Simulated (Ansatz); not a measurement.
# TePb (Fm-3m) in Ansatz: settings compared

One crystal, TePb, is run at these levels: PBE-LDA, PBE; tasks: elastic constants, single point, equation of state.

All numbers are computed with Ansatz 0.2.0; they aren't measurements. Logs are shortened: lines on timing, memory, paths and dates and some standing lists are left out, and cuts for length are marked.

### 1 Starting point

It takes space group Fm-3m (No. 225, cubic). The conventional cell has a = 6.462 Å, b = 6.462 Å, c = 6.462 Å, α = 90.00°, β = 90.00°, γ = 90.00°. Around Pb (site symmetry m-3m) lie 6 Te at 3.23 Å. Te (site symmetry m-3m) has 6 Pb at 3.23 Å as nearest neighbours.

### 2 Elastic constants, PBE-LDA, collinear spin, ferromagnetic start

Contents of input.yaml:

```yaml
crystal:
  lattice: { a: 4.56932402, b: 4.56932402, c: 4.56932402, alpha: 60.0, beta: 60.0, gamma: 60.0 }
  atoms:
    - { symbol: Pb, position: [0.0, 0.0, 0.0], spin: 0.5 }
    - { symbol: Te, position: [0.5, 0.5, 0.5] }
kpoints:
  mp_grid: { grid: [5, 5, 5] }
scf:
  occupations: { method: fermi_dirac, width: 0.05 }
hamiltonian:
  xc: { exchange: pbe, correlation: lda }
  pseudopotentials: { kind: all_electron, datasets: crystal }
magnetization:
  spin_polarized: true
output:
  forces: true
  stress: true
elastic:
  mode: relaxed_ion
  stencil: two_point
```

Potentials or basis: all-electron PAW datasets made for the crystal.

Run with:

```bash
$ ansatz run input.yaml --threads 1 --pin off --max-ram 2560MiB --backend cpu --events-out ev --progress --plain --runs-dir out
```

Output:

```text
Warning: RAYON_NUM_THREADS=1 ignored (pool sized by the plan → 1); use --threads N
hamiltonian.pseudopotentials.datasets: crystal makes datasets for this crystal and solves the spheres of its atoms anew in each pass: cutoff 260.0 eV, the density's 1040.0 eV; for an error of 0.50 meV an atom under PBE, 1.0 meV for the cell; an energy difference from a run of another recipe may be off by several times the error for the cell, under r2SCAN by more, where some 0.1 meV an atom stays at smaller errors; Te in spheres of 1.376 Å, 16 of its electrons in bands; Pb in spheres of 1.376 Å, 14 of its electrons in bands
Engine: ansatz 0.2.0, x86_64-unknown-linux-gnu
Pseudopotentials: kind: all_electron
Pseudopotential: Pb, paw, valence charge 14, recommended cutoff 260 eV (normal), crystal/all_electron/pbe/scalar/gaussian/Pb, Koelling and Harmon's equation, gaussian nucleus
Pseudopotential: Te, paw, valence charge 16, recommended cutoff 260 eV (normal), crystal/all_electron/pbe/scalar/gaussian/Te, Koelling and Harmon's equation, gaussian nucleus
Functional definition: unnamed
  exchange = pbe_x
  correlation = pw_c
a search for the magnetic state begins, with frozen cores and fixed partial waves. It gives no result and prints no iterations
the search for the magnetic state of this step took 13 SCF iterations with frozen cores. It stayed in its first state, in which the spheres begin
Crystal: 2 atoms, lattice volume = 67.459 Å³
Basis set: ecut = 260 eV, 645 PW (Γ), exchange–correlation on 50×50×50 points (8 copies of the dense FFT grid, shifted against one another)
Bands: 20, of which v1, the nominal top of the filled ones, is band 15 counted from 1 (14 counted from 0)
Symmetry: 48 space group operations
Space group: Fm-3m (ITA 225), of the structure as read, at distance tolerance 4.1e-5 Å
Magnetic group: BNS 225.116 (UNI 1618), of the structure as read, at distance tolerance 4.1e-5 Å
k-points: 10 of 125
Non-local potential: Pb, projectors of the file, l = 0: 1, l = 1: 1, l = 2: 2
Non-local potential: Te, projectors of the file, l = 0: 1, l = 1: 1, l = 2: 2
PAW form: soft (Blöchl's): semilocal exchange-correlation on the pseudo side does not see the compensation charge
PAW one-centre angular grid: Pb, 590 points (default); XC on its mesh's 1809 points in the sphere
PAW one-centre angular grid: Te, 590 points (default); XC on its mesh's 1857 points in the sphere
Initial density: read from a saved state, or passed on in memory by an earlier SCF of this step, an earlier step, the calling program or the single point that the run made first
Starting moments: Σ|m| = 0.5 μB on 1 of 2 sites; this step starts from the density that it was given
Initial wavefunctions: pseudopotential atomic-orbital guess
Functional: x = pbe(κ = 0.804, μ = 0.2195149727645171), c = lda
SCF 1 converged in 7 iterations: F = -753108.276890 eV  dr2 = 5.14e-8
Bands: 19, of which v1, the nominal top of the filled ones, is band 15 counted from 1 (14 counted from 0)
Stability of the state it starts from, as read at its close in the collinear treatment: not read negative (Ritz values of 1 − χ₀K, real part plus size of imaginary part, from 0.72 to 1.2, by its mixing steps under the symmetry group of the SCF that read it); its run was given moments
iter 1 solved again at ethr=2.74e-10 eV; its pass at ethr=1.00e-1 eV (dr2=6.18e-4 eV) is discarded
SCF iter   1: F=—  HF=-753108.276890 eV  |F-HF|=—  |Δ(HF+E_count)|=         —  Δρ=4.30e-6 (↑4.30e-6 ↓4.30e-6)  dr2=5.93e-8  dr2_m=0.00e0  M=0.000 μB ∫|m|=0.000 μB  β_m=0.30  ethr=2.74e-10  ⟨swp⟩=6.3  Hψ=2771  notcnv=0
preconditioner: auto → none  [insulator: Δε(μ)=1.377 eV  Ē_g=14.950 eV  σ=0.050 eV  W_gap=1.00  n_scr=14 (ndim 8)  ℏωp=20.2 eV  f_vac=0.029  D(μ)=0.00/eV (n_scr^D=0)  ε∞_Penn≈2.8]
iter 2 solved again at ethr=1.93e-11 eV; its pass at ethr=1.98e-10 eV (dr2=5.78e-9 eV) is discarded
SCF iter   2: F=—  HF=-753108.276890 eV  |F-HF|=—  |Δ(HF+E_count)|=   7.68e-9  Δρ=2.85e-6 (↑2.85e-6 ↓2.85e-6)  dr2=5.90e-9  dr2_m=0.00e0  M=0.000 μB ∫|m|=0.000 μB  β_m=0.39  ethr=1.93e-11  ⟨swp⟩=2.2  Hψ=786  notcnv=0
SCF iter   3: F=—  HF=-753108.276890 eV  |F-HF|=—  |Δ(HF+E_count)|=   8.73e-9  Δρ=1.26e-6 (↑1.26e-6 ↓1.26e-6)  dr2=8.12e-10  dr2_m=0.00e0  M=0.000 μB ∫|m|=0.000 μB  β_m=0.55  ethr=1.93e-11  ⟨swp⟩=3.0  Hψ=410  notcnv=0
SCF iter   4: F=—  HF=-753108.276890 eV  |F-HF|=—  |Δ(HF+E_count)|=   3.26e-9  Δρ=1.02e-7 (↑1.02e-7 ↓1.02e-7)  dr2=1.40e-11  dr2_m=0.00e0  M=0.000 μB ∫|m|=0.000 μB  β_m=0.68  ethr=2.71e-12  ⟨swp⟩=3.0  Hψ=429  notcnv=0
SCF iter   5: F=—  HF=-753108.276890 eV  |F-HF|=—  |Δ(HF+E_count)|=   1.40e-9  Δρ=1.15e-7 (↑1.15e-7 ↓1.15e-7)  dr2=4.99e-12  dr2_m=0.00e0  M=0.000 μB ∫|m|=0.000 μB  β_m=0.68  ethr=1.00e-12  ⟨swp⟩=3.0  Hψ=359  notcnv=0
SCF iter   6: F=—  HF=-753108.276890 eV  |F-HF|=—  |Δ(HF+E_count)|=  2.33e-10  Δρ=4.06e-8 (↑4.06e-8 ↓4.06e-8)  dr2=6.05e-13  dr2_m=0.00e0  M=0.000 μB ∫|m|=0.000 μB  β_m=0.84  ethr=1.00e-12  ⟨swp⟩=2.0  Hψ=340  notcnv=0
SCF iter   7: F=—  HF=-753108.276890 eV  |F-HF|=—  |Δ(HF+E_count)|=  1.16e-10  Δρ=1.04e-8 (↑1.04e-8 ↓1.04e-8)  dr2=8.26e-14  dr2_m=0.00e0  M=0.000 μB ∫|m|=0.000 μB  β_m=0.85  ethr=1.00e-12  ⟨swp⟩=2.0  Hψ=340  notcnv=0
SCF iter   8: F=-753108.276890 eV  HF=-753108.276890 eV  |F-HF|=2.33e-10  |Δ(HF+E_count)|=    0.00e0  Δρ=2.04e-9 (↑2.04e-9 ↓2.04e-9)  dr2=5.47e-15  dr2_m=0.00e0  M=0.000 μB ∫|m|=0.000 μB  ethr=1.00e-12  ⟨swp⟩=2.0  Hψ=340  notcnv=0
SCF 2 converged in 8 iterations: F = -753108.276890 eV  dr2 = 5.47e-15
  Residual-converged pass: ⟨swp⟩=3.1  Hψ=356  notcnv=0  max |occ|·‖R‖ = 9.9e-9 eV (tolerance 1.0e-8 eV)  dr2=5.93e-15  dr2_m=0.00e0  dr2_onsite=1.86e-14  max |Δocc| = 2.2e-16
Crystal: 2 atoms, lattice volume = 67.324 Å³
Basis set: ecut = 260 eV, 635 PW (Γ), exchange–correlation on 50×50×50 points (8 copies of the dense FFT grid, shifted against one another)
[... 70 lines left out ...]
SCF iter   6: F=—  HF=-753108.282881 eV  |F-HF|=—  |Δ(HF+E_count)|=   8.21e-7  Δρ=1.82e-5 (↑1.82e-5 ↓1.82e-5)  dr2=1.69e-6  dr2_m=0.00e0  M=0.000 μB ∫|m|=0.000 μB  β_m=0.80  ethr=9.40e-9  ⟨swp⟩=3.0  Hψ=1989  notcnv=0
SCF iter   7: F=—  HF=-753108.282881 eV  |F-HF|=—  |Δ(HF+E_count)|=   3.25e-7  Δρ=8.87e-6 (↑8.87e-6 ↓8.87e-6)  dr2=5.55e-7  dr2_m=0.00e0  M=0.000 μB ∫|m|=0.000 μB  β_m=0.66  ethr=5.63e-9  ⟨swp⟩=3.0  Hψ=1719  notcnv=0
SCF iter   8: F=—  HF=-753108.282881 eV  |F-HF|=—  |Δ(HF+E_count)|=   2.08e-7  Δρ=2.76e-6 (↑2.76e-6 ↓2.76e-6)  dr2=5.35e-8  dr2_m=0.00e0  M=0.000 μB ∫|m|=0.000 μB  β_m=0.83  ethr=1.85e-9  ⟨swp⟩=3.0  Hψ=1378  notcnv=0
SCF iter   9: F=—  HF=-753108.282881 eV  |F-HF|=—  |Δ(HF+E_count)|=   9.66e-9  Δρ=8.38e-7 (↑8.38e-7 ↓8.38e-7)  dr2=6.67e-10  dr2_m=0.00e0  M=0.000 μB ∫|m|=0.000 μB  β_m=0.83  ethr=1.78e-10  ⟨swp⟩=3.0  Hψ=1477  notcnv=0
SCF iter  10: F=—  HF=-753108.282881 eV  |F-HF|=—  |Δ(HF+E_count)|=   1.40e-9  Δρ=2.17e-7 (↑2.17e-7 ↓2.17e-7)  dr2=3.28e-11  dr2_m=0.00e0  M=0.000 μB ∫|m|=0.000 μB  β_m=0.92  ethr=2.22e-12  ⟨swp⟩=3.3  Hψ=1902  notcnv=0
SCF iter  11: F=—  HF=-753108.282881 eV  |F-HF|=—  |Δ(HF+E_count)|=  3.49e-10  Δρ=3.50e-8 (↑3.50e-8 ↓3.50e-8)  dr2=2.97e-12  dr2_m=0.00e0  M=0.000 μB ∫|m|=0.000 μB  β_m=0.89  ethr=1.00e-12  ⟨swp⟩=3.0  Hψ=1377  notcnv=0
SCF iter  12: F=—  HF=-753108.282881 eV  |F-HF|=—  |Δ(HF+E_count)|=  1.16e-10  Δρ=8.46e-9 (↑8.46e-9 ↓8.46e-9)  dr2=1.98e-13  dr2_m=0.00e0  M=0.000 μB ∫|m|=0.000 μB  β_m=0.93  ethr=1.00e-12  ⟨swp⟩=2.0  Hψ=1327  notcnv=0
SCF iter  13: F=—  HF=-753108.282881 eV  |F-HF|=—  |Δ(HF+E_count)|=  2.33e-10  Δρ=4.57e-9 (↑4.57e-9 ↓4.57e-9)  dr2=6.48e-14  dr2_m=0.00e0  M=0.000 μB ∫|m|=0.000 μB  β_m=0.87  ethr=1.00e-12  ⟨swp⟩=2.0  Hψ=1326  notcnv=0
SCF iter  14: F=-753108.282881 eV  HF=-753108.282881 eV  |F-HF|=2.33e-10  |Δ(HF+E_count)|=  3.49e-10  Δρ=1.49e-8 (↑1.49e-8 ↓1.49e-8)  dr2=5.98e-14  dr2_m=0.00e0  M=0.000 μB ∫|m|=0.000 μB  ethr=1.00e-12  ⟨swp⟩=2.0  Hψ=1326  notcnv=0
SCF 6 converged in 14 iterations: F = -753108.282880 eV  dr2 = 5.98e-14
  Residual-converged pass: ⟨swp⟩=3.1  Hψ=1671  notcnv=0  max |occ|·‖R‖ = 9.9e-9 eV (tolerance 1.0e-8 eV)  dr2=6.05e-14  dr2_m=0.00e0  dr2_onsite=1.95e-14  max |Δocc| = 1.0e-10
SCF converged after 8 iterations
Magnetization: 0.0000 μB (15.0000 up, 15.0000 down)
Absolute magnetization: 0.0000 μB (∫|ρ↑−ρ↓|)
Spin contamination: 0.0000 ħ² per cell (⟨S²⟩ above its minimum at these occupations)
Per-site moments (μB) at R_I (Å): [(0.0, 1.3327874999919873), (0.0, 1.3327874999919873)]
Free energy (F): -753108.276890 eV
Harris-Foulkes:  -753108.276890 eV  (|F-HF|=2.33e-10)
Internal energy: -753108.276890 eV  (E = F + TS)
E sigma→0 (E₀):  -753108.276890 eV
Entropy (-TS):   -0.000000 eV (-0.000 meV/atom)
Past the cutoff: the bands carry plane waves up to 1.75 times it, of which those up to 1.5 times it add -0.000457 eV an atom, each by itself; the spheres take 0.000592 eV an atom off the energy for waves past 1.75 times it
By the cutoff:   a pressure is off by up to 0.007 GPa (1.2 times the spheres' own share and the shells' term, over an atom's volume, and 0.004 GPa: a bound that held against runs at twice the plane waves)
Past the cutoffs: a stress includes 0.0016 GPa for waves and charges beyond them, in addition to the slope of what the spheres take
In the spheres:  the bands' charges fall short by 9.3e-7 e at most (sound up to 1e-3)
Fermi energy:    12.405359 eV
--- Per-component energies (eV) ---
  E_band       = -223.827665
  E_kinetic    = 272.554527
  E_local      = -2426.260570  (includes V_loc(G=0)·N_el)
  E_nonlocal   = 266.887257
  E_hartree    = 1124.207655
  E_xc         = -168.855836
  E_vxc        = -204.620647  (∫ρ·V_xc dr)
  E_paw        = -756978.166648  (= ΣΔE_a)
  E_vpaw       = -8035.079434  (= ΣTr[D̂ρ^β])
  E_ewald      = -2852.919164
  E_smearing   = -0.000000  (= −TS)
  E_closure    = 7654.275891  (closes the sum)
  Σ components = -753108.276890   (vs F -753108.276890, Δ=0.00e0)
  The terms above E_closure are by the made datasets' own strengths, without shells solved beside the bands.
--- Forces (eV/Å), atoms counted from 1 ---
  atom   1  Pb    -0.00000000     0.00000000    -0.00000000
  atom   2  Te    -0.00000000    -0.00000000     0.00000000
  max |Σ_I F_I| component: 7.99e-30 eV/Å
--- Stress (GPa, compression-positive) ---
        7.207769      -0.000000      -0.000000
       -0.000000       7.207769      -0.000000
       -0.000000      -0.000000       7.207769
  P = ⅓ Tr σ = 7.2078 GPa (72.078 kbar)
--- Band table (eV; the first three rows and the last of 20) ---
  k-point 0 ↑: bands = ["-24.2959", "-24.2959", "-24.2896", "-24.2896", "-24.2896", "-5.0835", "-5.0835", "-5.0757", "-5.0757", "-5.0757", "-0.1684", "6.0832", "10.5044", "10.5044", "10.5044", "15.8886", "15.8886", "15.8886", "18.0006"]
  k-point 1 ↑: bands = ["-24.2958", "-24.2958", "-24.2895", "-24.2894", "-24.2894", "-5.0884", "-5.0884", "-5.0749", "-5.0706", "-5.0706", "0.1636", "5.1340", "10.6174", "10.6174", "11.0153", "14.5449", "14.7365", "14.7365", "18.0268"]
  k-point 2 ↑: bands = ["-24.2957", "-24.2957", "-24.2893", "-24.2892", "-24.2892", "-5.0972", "-5.0972", "-5.0736", "-5.0614", "-5.0614", "0.9935", "3.5532", "10.9102", "10.9102", "11.6955", "13.0726", "13.3975", "13.3975", "19.6261"]
  k-point 9 ↓: bands = ["-24.2959", "-24.2956", "-24.2894", "-24.2891", "-24.2888", "-5.1218", "-5.0861", "-5.0734", "-5.0634", "-5.0544", "1.4653", "3.7678", "8.5619", "8.5737", "11.1636", "13.8264", "16.7167", "16.7895", "18.1433"]
--- Elastic constants: 2 strain directions × 2 members + reference (group order 48) ---
  dense FFT box of the reference and of every strained cell: 25×25×25
  strains applied: 11, 22; error gains: componentwise 0.84 (the most a stress slope's error grows in a printed constant), spectral 1.61 (1 for all six strains in a standard setting)
  C = ∂σ_k/∂η_j (tension-positive GPa; Voigt order 11 22 33 23 13 12):
        93.868     31.509     49.086    -24.858      0.000     -0.000
        31.509     93.868     49.086     24.858      0.000      0.000
        49.086     49.086     76.291     -0.000      0.000     -0.000
       -24.858     24.858      0.000     48.757     -0.000      0.000
        -0.000      0.000     -0.000      0.000     48.757    -24.858
        -0.000      0.000      0.000      0.000    -24.858     31.179
  reference stress σ⁰ (GPa):     -7.208     -7.208     -7.208      0.000      0.000      0.000
  C* (energy form; C + prestress term) asymmetry max|C*_kj − C*_jk| = 5.684e-14 GPa — a small one proves nothing (zero by symmetry where the batch's group is 432, −43m or m−3m); a large one is finite-difference/SCF noise where every solve meets its electron count
  moduli (Voigt/Reuss/Hill, GPa): K = 58.15/58.15/58.15   G = 34.69/19.94/27.32   E = 70.86   ν = 0.297
  mechanically stable: yes (min eigenvalue of sym C = 13.60 GPa)
  where every solve meets its electron count the energy-path curvature estimates C_jj along a normal strain and C_jj − ¼(σ⁰_aa + σ⁰_bb) along a shear (ab), closely only under elastic.basis: deformed
  strain η (Voigt 11):  stress-route row diagonal C_11 = 93.87 GPa, energy-path curvature d²(F+E_count)/dδ²/Ω₀ = 94.79 GPa
         δ    σ_11 (GPa)             F (eV)   n_scf  n_hpsi   n_pw
    -2.000e-3      -7.3965     -753108.2707399      13   18618    654   relax 0 steps, max|allowed force component| 4.73e-29 eV/Å
     2.000e-3      -7.0211     -753108.2828804      14   19382    656   relax 0 steps, max|allowed force component| 1.26e-29 eV/Å
  strain η (Voigt 22):  stress-route row diagonal C_22 = 93.87 GPa, energy-path curvature d²(F+E_count)/dδ²/Ω₀ = 94.73 GPa
         δ    σ_22 (GPa)             F (eV)   n_scf  n_hpsi   n_pw
    -2.000e-3      -7.3966     -753108.2707400      13   26907    656   relax 0 steps, max|allowed force component| 0.00e0 eV/Å
     2.000e-3      -7.0211     -753108.2828804      14   27987    656   relax 0 steps, max|allowed force component| 3.16e-30 eV/Å
```

It took 52 s on 1 thread of Intel Xeon 6975P-C (Granite Rapids), shared host; peak memory 0.68 GiB.

What came out:

- Free energy: -753108.2769 eV
- Pressure: 7.2 GPa
- Net moment: 0.00 μB per cell
- Absolute moment: 0.00 μB per cell
- Voigt bulk modulus: 58 GPa

Levels at points of the mesh, in eV from the Fermi level:
Spin up:
| k point | band 12 | band 13 | band 14 | band 15 | band 16 | band 17 | band 18 | band 19 |
| --- | --- | --- | --- | --- | --- | --- | --- | --- |
| (0.00, 0.00, 0.00) | -6.32 | -1.90 | -1.90 | -1.90 | 3.48 | 3.48 | 3.48 | 5.60 |
Spin down:
```tsv
k point	band 13	band 14	band 15	band 16	band 17	band 18
(0.00, 0.00, 0.00)	-1.90	-1.90	-1.90	3.48	3.48	3.48
```

Elastic tensor in Voigt notation (GPa, in the Cartesian axes of the cell as first typed):
```
 94  32  49 -25   0   0
 32  94  49  25   0   0
 49  49  76   0   0   0
-25  25   0  49   0   0
  0   0   0   0  49 -25
  0   0   0   0 -25  31
```

Caveat: a metal's response needs a denser mesh; the cell is more than 3 GPa from zero pressure, which shifts response properties; this odd mesh misses L, where the gap lies, so gap, dielectric constants and Born charges aren't listed; the program listed the state as in doubt; the datasets are made anew for each crystal, so energies of different cells compare to about 1 meV per atom.

(Part 1 of 2 ends here.)
